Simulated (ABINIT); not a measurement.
Runs of ABINIT 10.8.3 (patched build) on Ni. Symmetry: Fm-3m, No. 225, cubic system. The conventional cell has a = 3.475 Å, b = 3.475 Å, c = 3.475 Å, α = 90.00°, β = 90.00°, γ = 90.00°. Ni (site symmetry m-3m) is surrounded by 12 Ni at 2.46 Å. 

```tsv
task	level	potentials or basis	k mesh	cutoff (eV)	fine-grid cutoff	mesh quality	gap on the mesh (eV)	moment (μB)
single point	LDA	JTH PAW LDA v2.0	8 × 8 × 8	816	1414.99 eV	coarse	none	0.70
single point	PBEsol	JTH PAW PBE v2.0	5 × 5 × 5	816	1414.99 eV	coarse	none	0.00
single point	PBEsol	JTH PAW PBE v2.0	10 × 10 × 10	816	1414.99 eV	not flagged	none	(b)
single point	r2SCAN	JTH PAW PBE v2.0	5 × 5 × 5	980	1578.26 eV	coarse	none	0.99
single point	LDA	JTH PAW LDA v2.0	10 × 10 × 10	816	1414.99 eV	not flagged	none	0.69
band structure	LDA-PZ	JTH PAW LDA v2.0	13 × 13 × 13	816	1414.99 eV	not flagged	none	(a)
single point	r2SCAN	JTH PAW PBE v2.0	8 × 8 × 8	980	1578.26 eV	coarse	none	0.70
single point	PBEsol	JTH PAW PBE v2.0	8 × 8 × 8	816	1414.99 eV	coarse	none	0.70
```

Alike in all rows: spin collinear, ferromagnetic start; cell as given; smearing fermi-dirac 0.05 eV.

Estimate the missing entries.

(a) 0.62; (b) 0.72.

Caveats: some runs use coarse meshes.

A gap of «none» marks a metal or a gap under the smearing width.

Runs at the PBE level aren't shown here.
